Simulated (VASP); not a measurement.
# SnSe2 (P-3m1) in VASP: settings compared, part 2 of 2

VASP 6.6.1. The steps go on from the part before.

### 3 Band structure, PBEsol0

POSCAR

```
SnSe2
1.0
    3.8110000000      0.0000000000      0.0000000000
   -1.9055000000      3.3004228138      0.0000000000
    0.0000000000      0.0000000000      6.1360000000
Sn Se
1 2
Direct
    0.0000000000      0.0000000000      0.0000000000
    0.6666666667      0.3333333333      0.7510000000
    0.3333333333      0.6666666667      0.2490000000
```

INCAR.step1

```
ALGO = Normal
EDIFF = 1E-5
ENCUT = 520
GGA = PE
ISIF = 2
ISMEAR = -1
LASPH = T
LCHARG = F
LREAL = F
LWAVE = T
NBANDS = 20
NELM = 80
PREC = Accurate
SIGMA = 0.05
```

INCAR.step2

```
AEXX = 0.25
ALGO = Normal
EDIFF = 1E-7
ENCUT = 520
GGA = PS
ISIF = 2
ISMEAR = -1
ISTART = 1
LASPH = T
LCHARG = F
LHFCALC = T
LREAL = F
LWAVE = F
NBANDS = 20
NELM = 80
PREC = Accurate
PRECFOCK = Fast
SIGMA = 0.05
```

KPOINTS

```
k-points
0
Gamma
  4 4 3
```

KPOINTS_OPT

```
path GMKGALHA,LM,KH
12
line-mode
reciprocal
 0.0000000000  0.0000000000  0.0000000000  G
 0.5000000000  0.0000000000  0.0000000000  M

 0.5000000000  0.0000000000  0.0000000000  M
 0.3333333333  0.3333333333  0.0000000000  K

 0.3333333333  0.3333333333  0.0000000000  K
 0.0000000000  0.0000000000  0.0000000000  G

 0.0000000000  0.0000000000  0.0000000000  G
 0.0000000000  0.0000000000  0.5000000000  A

 0.0000000000  0.0000000000  0.5000000000  A
 0.5000000000  0.0000000000  0.5000000000  L

 0.5000000000  0.0000000000  0.5000000000  L
 0.3333333333  0.3333333333  0.5000000000  H

 0.3333333333  0.3333333333  0.5000000000  H
 0.0000000000  0.0000000000  0.5000000000  A

 0.5000000000  0.0000000000  0.5000000000  L
 0.5000000000  0.0000000000  0.0000000000  M

 0.3333333333  0.3333333333  0.0000000000  K
 0.3333333333  0.3333333333  0.5000000000  H
```

Potentials or basis: VASP PAW PBE potentials, release 64 (Sn_d, Se).

Command:

```console
$ cat potpaw_PBE.64/Sn_d/POTCAR potpaw_PBE.64/Se/POTCAR > POTCAR
$ cp INCAR.step1 INCAR
$ mpirun -np 1 vasp_std > vasp.out
$ cp INCAR.step2 INCAR
$ mpirun -np 1 vasp_std > vasp.out
```

OUTCAR:

```text
AEXX = 0.25
   EDIFF = 1E-7
   ENCUT = 520
   GGA = PS
   ISIF = 2
   ISMEAR = -1
   ISTART = 1
   LASPH = T
   LHFCALC = T
   LREAL = F
   NELM = 80
   PREC = Accurate
   PRECFOCK = Fast

 ion  position               nearest neighbor table
   1  0.000  0.000  0.000-   2 2.68   3 2.68   3 2.68   2 2.68   2 2.68   3 2.68
   2  0.667  0.333  0.751-   1 2.68   1 2.68   1 2.68
   3  0.333  0.667  0.249-   1 2.68   1 2.68   1 2.68

  LATTYP: Found a hexagonal cell.
[... 392 lines left out ...]

  FORCE on cell =-STRESS in cart. coord.  units (eV):
  Direction    XX          YY          ZZ          XY          YZ          ZX
  --------------------------------------------------------------------------------------
  -------------------------------------------------------------------------------------
  Total        0.2460668      0.2460668      0.5664557     -0.0000000      0.0000000      0.0000000
  in kB        5.1082210      5.1082210     11.7593318     -0.0000000      0.0000000      0.0000000
  external PRESSURE =       7.3252579 kB  Pullay stress =       0.0000000 kB

 VOLUME and BASIS-vectors are now :
 -----------------------------------------------------------------------------
  energy-cutoff  :      520.00
  volume of cell :       77.18
      direct lattice vectors                 reciprocal lattice vectors
     3.811000000  0.000000000  0.000000000     0.262398321  0.151495741  0.000000000
    -1.905500000  3.300422814  0.000000000     0.000000000  0.302991482  0.000000000
     0.000000000  0.000000000  6.136000000     0.000000000  0.000000000  0.162972621

 POSITION                                       TOTAL-FORCE (eV/Angst)
 -----------------------------------------------------------------------------------
      0.00000      0.00000      0.00000         0.000000     -0.000000      0.000000
      1.90550      1.10014      4.60814         0.000000      0.000000     -0.122783
     -0.00000      2.20028      1.52786        -0.000000     -0.000000      0.122783
 -----------------------------------------------------------------------------------
    total drift:                               -0.000000     -0.000000     -0.000000

  FREE ENERGIE OF THE ION-ELECTRON SYSTEM (eV)
  ---------------------------------------------------
  free  energy   TOTEN  =       -16.8228419539 eV

  energy  without entropy=      -16.8228419537  energy(sigma->0) =      -16.82284195
```

OSZICAR.step1:

```text
N       E                     dE             d eps       ncg     rms          rms(c)
DAV:   1     0.204902735000E+03    0.20490E+03   -0.12348E+04   384   0.144E+03
DAV:   2     0.983381748914E+01   -0.19507E+03   -0.18806E+03   416   0.373E+02
DAV:   3    -0.112442515595E+02   -0.21078E+02   -0.20598E+02   432   0.112E+02
DAV:   4    -0.119133079844E+02   -0.66906E+00   -0.66820E+00   428   0.209E+01
DAV:   5    -0.119306337930E+02   -0.17326E-01   -0.17325E-01   536   0.346E+00    0.522E+00
DAV:   6    -0.116582769577E+02    0.27236E+00   -0.52434E-01   540   0.769E+00    0.338E+00
DAV:   7    -0.116359927715E+02    0.22284E-01   -0.17491E-01   456   0.265E+00    0.105E+00
DAV:   8    -0.116361251314E+02   -0.13236E-03   -0.13617E-02   472   0.115E+00    0.298E-01
DAV:   9    -0.116367541029E+02   -0.62897E-03   -0.16609E-03   420   0.304E-01    0.887E-02
DAV:  10    -0.116367656760E+02   -0.11573E-04   -0.11684E-04   476   0.769E-02    0.364E-02
DAV:  11    -0.116368040072E+02   -0.38331E-04   -0.49117E-05   392   0.385E-02    0.750E-03
DAV:  12    -0.116368046673E+02   -0.66014E-06   -0.20370E-06   276   0.116E-02
   1 F= -.11636805E+02 E0= -.11636775E+02  d E =-.599016E-04
```

It took 41 min on 1 thread of Intel Xeon Platinum 8488C (Sapphire Rapids), shared host; peak memory 0.22 GiB.

Results:

| Item | Value |
| --- | --- |
| Free energy | -16.8228 eV |
| Pressure | 0.7 GPa |
| Largest force | 0.123 eV/Å |

Forces in eV/Å, atoms in the order of the input:
```
Sn   0.000  0.000  0.000
Se   0.000  0.000 -0.123
Se   0.000  0.000  0.123
```

Stress tensor (GPa, compression positive):
```
0.51 0.00 0.00
0.00 0.51 0.00
0.00 0.00 1.18
```

Levels at the corners of the path, in eV from the valence-band top:
```
point  band 11  band 12  band 13  band 14  band 15  band 16
    Γ    -0.79    -0.79    -0.40     2.11     4.04     5.90
    M    -3.35    -1.66    -0.70     2.09     4.93     6.55
    M    -3.35    -1.66    -0.70     2.09     4.93     6.55
    K    -3.73    -1.72    -1.72     2.43     8.09     8.09
    K    -3.73    -1.72    -1.72     2.43     8.09     8.09
    Γ    -0.79    -0.79    -0.40     2.11     4.04     5.90
    Γ    -0.79    -0.79    -0.40     2.11     4.04     5.90
    A    -1.30    -0.65    -0.65     3.57     4.02     5.58
    A    -1.30    -0.65    -0.65     3.57     4.02     5.58
    L    -2.58    -1.31    -1.16     1.80     5.37     6.01
    L    -2.58    -1.31    -1.16     1.80     5.37     6.01
    H    -4.12    -0.39    -0.39     3.74     5.92     5.92
    H    -4.12    -0.39    -0.39     3.74     5.92     5.92
    A    -1.30    -0.65    -0.65     3.57     4.02     5.58
    L    -2.58    -1.31    -1.16     1.80     5.37     6.01
    M    -3.35    -1.66    -0.70     2.09     4.93     6.55
    K    -3.73    -1.72    -1.72     2.43     8.09     8.09
    H    -4.12    -0.39    -0.39     3.74     5.92     5.92
```

Caveat: the k mesh is coarse (spacing up to 0.48 Å⁻¹), so the values aren't converged, least of all with exact exchange; an unscreened hybrid on a path of extra k points without a Coulomb cutoff has errors near the mesh points, so the bands along the path aren't reliable; the PAW data sets were made with another functional, which shifts forces and pressure a little; spin-orbit coupling is left out, which moves the levels of the heavy elements.

### 4 Born charges and dielectric tensor, PBEsol

INCAR

```
SYSTEM = SnSe2
PREC = Accurate ; ENCUT = 520
EDIFF = 1E-8 ; ISMEAR = 0
SIGMA = 0.02 ; LREAL = .False.
LASPH = .True. ; NELM = 60
ALGO = Normal ; ISIF = 2
LWAVE = .False. ; LCHARG = .False.
GGA = PS ; LEPSILON = .True.
IBRION = 8
```

KPOINTS

```
Automatic mesh
0
Gamma
  8 8 5
  0 0 0
```

POSCAR is that of step 3.

Potentials or basis: VASP PAW PBE potentials, release 64 (Sn_d, Se).

Command:

```console
$ cat potpaw_PBE.64/Sn_d/POTCAR potpaw_PBE.64/Se/POTCAR > POTCAR
$ mpirun -np 1 vasp_std > vasp.out
```

OUTCAR:

```text
SYSTEM = SnSe2
   PREC = Accurate
   ENCUT = 520
   EDIFF = 1E-8
   ISMEAR = 0
   LREAL = .False.
   LASPH = .True.
   NELM = 60
   ISIF = 2
   GGA = PS
   LEPSILON = .True.
   IBRION = 8

 ion  position               nearest neighbor table
   1  0.000  0.000  0.000-   2 2.68   3 2.68   3 2.68   2 2.68   2 2.68   3 2.68
   2  0.667  0.333  0.751-   1 2.68   1 2.68   1 2.68
   3  0.333  0.667  0.249-   1 2.68   1 2.68   1 2.68

  LATTYP: Found a hexagonal cell.
 ALAT       =     3.8110000000
 C/A-ratio  =     1.6100760955

[... 875 lines left out ...]
             X         Y         Z           dx          dy          dz
      0.000000  0.000000  0.000000     0.000000    0.000000   -0.654742
      1.905500  1.100141  4.608136     0.000000    0.000000   -0.534469
     -0.000000  2.200282  1.527864     0.000000    0.000000   -0.534469

--------------------------------------------------------------------------------------------------------

 MACROSCOPIC STATIC DIELECTRIC TENSOR IONIC CONTRIBUTION
 ------------------------------------------------------
           9.559900    -0.000000     0.000000
          -0.000000     9.559900    -0.000000
           0.000000    -0.000000     0.511278
 ------------------------------------------------------

 ELASTIC MODULI CONTR FROM IONIC RELAXATION (kBar)
 Direction    XX          YY          ZZ          XY          YZ          ZX
 --------------------------------------------------------------------------------
 XX        -233.8147   -200.1492   -429.0490      0.0000     65.2232     -0.0000
 YY        -200.1492   -233.8147   -429.0490     -0.0000    -65.2232      0.0000
 ZZ        -429.0490   -429.0490   -848.3798     -0.0000      0.0000      0.0000
 XY           0.0000     -0.0000     -0.0000    -16.8327     -0.0000     79.2076
 YZ          65.2232    -65.2232      0.0000     -0.0000   -252.7256      0.0000
 ZX          -0.0000      0.0000      0.0000     79.2076      0.0000   -372.7169
 --------------------------------------------------------------------------------

 PIEZOELECTRIC TENSOR IONIC CONTR  for field in x, y, z        (C/m^2)
          XX          YY          ZZ          XY          YZ          ZX
  --------------------------------------------------------------------------------
  x    -0.00000     0.00000    -0.00000     0.00000     0.00000    -0.00000
  y    -0.00000     0.00000    -0.00000    -0.00000     0.00000     0.00000
  z    -0.00000    -0.00000    -0.00000    -0.00000     0.00000     0.00000
```

OSZICAR:

```text
N       E                     dE             d eps       ncg     rms          rms(c)
DAV:   1     0.195413503315E+03    0.19541E+03   -0.12506E+04  1377   0.174E+03
DAV:   2     0.765330171812E+01   -0.18776E+03   -0.18433E+03  1472   0.402E+02
DAV:   3    -0.125605535823E+02   -0.20214E+02   -0.19583E+02  1716   0.121E+02
DAV:   4    -0.132133933512E+02   -0.65284E+00   -0.65213E+00  1657   0.227E+01
[... 13 lines left out ...]
RMM:   8    -0.981082657513E-01    0.12054E-06    0.94625E-09  2511   0.100E-03    0.157E-04
RMM:   9    -0.981083940522E-01   -0.12830E-06    0.36536E-07  2614   0.474E-04    0.588E-05
RMM:  10    -0.981082651290E-01    0.12892E-06    0.12081E-07  2838   0.230E-04    0.188E-05
RMM:  11    -0.981082622238E-01    0.29052E-08    0.42119E-08  2890   0.168E-04    0.885E-06
 Linear response finished
```

stdout:

```text
POSCAR found type information on POSCAR SnSe
 POSCAR found :  2 types and       3 ions
 scaLAPACK will be used
 -----------------------------------------------------------------------------
|                                                                             |
|                                                                             |
|     You enforced a specific xc type in the INCAR file but a different       |
[... 47 lines left out ...]
 force on displaced ion       2 direction 1 :  -4.043  -0.000   0.000
 Born effective charge ion    2 direction 1 :  -2.613  -0.000  -0.000
 Linear response progress:
 first order change of Fermi-energy   0.60602E+00
 force on displaced ion       2 direction 3 :   0.000  -0.000  -9.249
 Born effective charge ion    2 direction 3 :   0.000  -0.000  -0.950
 Born effective charges drift removed
 Linear response finished
```

Run time: 12 min. Hardware: 1 thread of Intel Xeon 6975P-C (Granite Rapids), shared host; peak memory 0.6 GiB.

Results:

* Band gap on the k mesh: 0.73 eV, indirect (least direct gap 1.00 eV)
* Electronic dielectric tensor (diagonal): 12.10, 12.10, 9.54
* Born charges (mean of the diagonal): Sn +4.05; Se -2.03 e
* Highest phonon frequency at Γ, LO-TO splitting left out: 254 cm⁻¹

Levels at points of the mesh, in eV from the valence-band top:
```
           k point  band 10  band 11  band 12  band 13  band 14  band 15  band 16  band 17
(0.00, 0.00, 0.00)    -0.71    -0.40    -0.40    -0.01     0.99     2.83     4.57     4.57
(0.50, 0.00, 0.00)    -2.94    -2.71    -1.24    -0.31     1.09     3.68     5.33     5.42
```

Phonon frequencies in cm⁻¹ (negative: imaginary):
| q point | frequencies |
| --- | --- |
| (0.000, 0.000, 0.000) | 0 0 0 129 129 161 161 190 254 |

Electronic dielectric tensor:
```
12.10  0.00  0.00
 0.00 12.10  0.00
 0.00  0.00  9.54
```

Born effective charge tensors (e):
atom 1, Sn
```
5.14 0.00 0.00
0.00 5.14 0.00
0.00 0.00 1.88
```
atom 2, Se
```
-2.57  0.00  0.00
 0.00 -2.57  0.00
 0.00  0.00 -0.94
```
atom 3, Se
```
-2.57  0.00  0.00
 0.00 -2.57  0.00
 0.00  0.00 -0.94
```

Caveat: the PAW data sets were made with another functional, which shifts forces and pressure a little; spin-orbit coupling is left out, which moves the levels of the heavy elements; an odd mesh through Γ misses points on the zone boundary, where band edges often lie; this functional lacks dispersion, which binds the layers, so the pressure and a relaxed spacing across them are unreliable.

### 5 For comparison

An earlier run on the cell as given: functional PBEsol; potentials or basis VASP PAW PBE potentials, release 64 (Sn_d, Se); cutoff 520 eV; k mesh 8 × 8 × 5; occupations fermi-dirac, width 0.05 eV; no spin polarisation.

* Pressure: 2.6 GPa
* Largest force: 0.622 eV/Å
* Band gap on the k mesh: 0.73 eV, indirect (least direct gap 1.00 eV)

### 6 The runs side by side

```tsv
task	level	potentials or basis	k mesh	cutoff (eV)	smearing	ladder	GW scheme	GW iterations	cutoff of the response function	frequency points	mesh quality	gap on the mesh (eV)	pressure (GPa)	largest force (eV/Å)
G0W0 quasiparticle levels	PBE	VASP PAW PBE potentials, release 64 (Sn_d_GW, Se_GW)	4 × 4 × 2	500	gaussian 0.01 eV	free	G0W0	1	150	50	coarse	-	-	-
band structure	PBEsol0	VASP PAW PBE potentials, release 64 (Sn_d, Se)	4 × 4 × 3	520	fermi-dirac 0.05 eV	-	-	-	-	-	coarse	-	0.7	0.12
Born charges and dielectric tensor	PBEsol	VASP PAW PBE potentials, release 64 (Sn_d, Se)	8 × 8 × 5	520	gaussian 0.02 eV	-	-	-	-	-	not flagged	0.73	-	-
single point	PBEsol	VASP PAW PBE potentials, release 64 (Sn_d, Se)	8 × 8 × 5	520	fermi-dirac 0.05 eV	free	-	-	-	-	not flagged	0.73	2.6	0.62
```

Alike in all rows: no spin polarisation; cell as given.

Caveats: some runs use coarse meshes; spin-orbit coupling is left out, which moves the levels of the heavy elements; this functional lacks dispersion, which binds the layers, so the pressure and a relaxed spacing across them are unreliable (some runs); the PAW data sets were made with another functional, which shifts forces and pressure a little (some runs); an odd mesh through Γ misses points on the zone boundary, where band edges often lie (some runs); bands, screening cutoff and mesh are small and nothing is extrapolated, so the quasiparticle values aren't converged (some runs); an unscreened hybrid on a path of extra k points without a Coulomb cutoff has errors near the mesh points, so the bands along the path aren't reliable (some runs).

Absolute energies hang on the potentials; compare differences alone.
